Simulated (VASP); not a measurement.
Here is a VASP 6.6.1 calculation.

The input INCAR:

```
PREC = Accurate ; ENCUT = 520
EDIFF = 1E-6 ; ISMEAR = 0
SIGMA = 0.02 ; LREAL = False
LASPH = True ; NELM = 80
ALGO = Normal ; ISIF = 2
LWAVE = False ; LCHARG = False
GGA = PE ; LORBIT = 10
```

KPOINTS

```
regular mesh
0
Gamma
  5 5 3
```

File POSCAR:

```
TaSi2
1.0
    4.7800000000      0.0000000000      0.0000000000
   -2.3900000000      4.1396014301      0.0000000000
    0.0000000000      0.0000000000      6.5640000000
Ta Si
3 6
Direct
    0.0000000000      0.5000000000      0.1666666667
    0.5000000000      0.5000000000      0.8333333333
    0.5000000000      0.0000000000      0.5000000000
    0.3333000000      0.1666500000      0.1666666667
    0.1666500000      0.8333500000      0.8333333333
    0.8333500000      0.6667000000      0.5000000000
    0.6667000000      0.8333500000      0.1666666667
    0.8333500000      0.1666500000      0.8333333333
    0.1666500000      0.3333000000      0.5000000000
```

Potentials or basis: VASP PAW PBE potentials, release 64 (Ta_pv, Si).

Run with:

```sh
$ cat potpaw_PBE.64/Ta_pv/POTCAR potpaw_PBE.64/Si/POTCAR > POTCAR
$ mpirun -np 1 vasp_std > vasp.out
```

Q: Predict the band gap on the k mesh.

A: None (metal or under the smearing width).

Q: What does it give for the largest force?

A: 0.794 eV/Å.

Forces on the atoms (eV/Å):
```
Ta   0.000  0.000  0.000
Ta   0.000  0.000  0.000
Ta   0.000  0.000  0.000
Si  -0.688 -0.397  0.000
Si  -0.688  0.397  0.000
Si   0.000  0.794  0.000
Si   0.688  0.397  0.000
Si   0.688 -0.397  0.000
Si   0.000 -0.794  0.000
```

Caveat: the cell's inner coordinates are idealised or old, which leaves forces on the atoms. The run has no spin-orbit coupling, so splittings on Ta are missing.
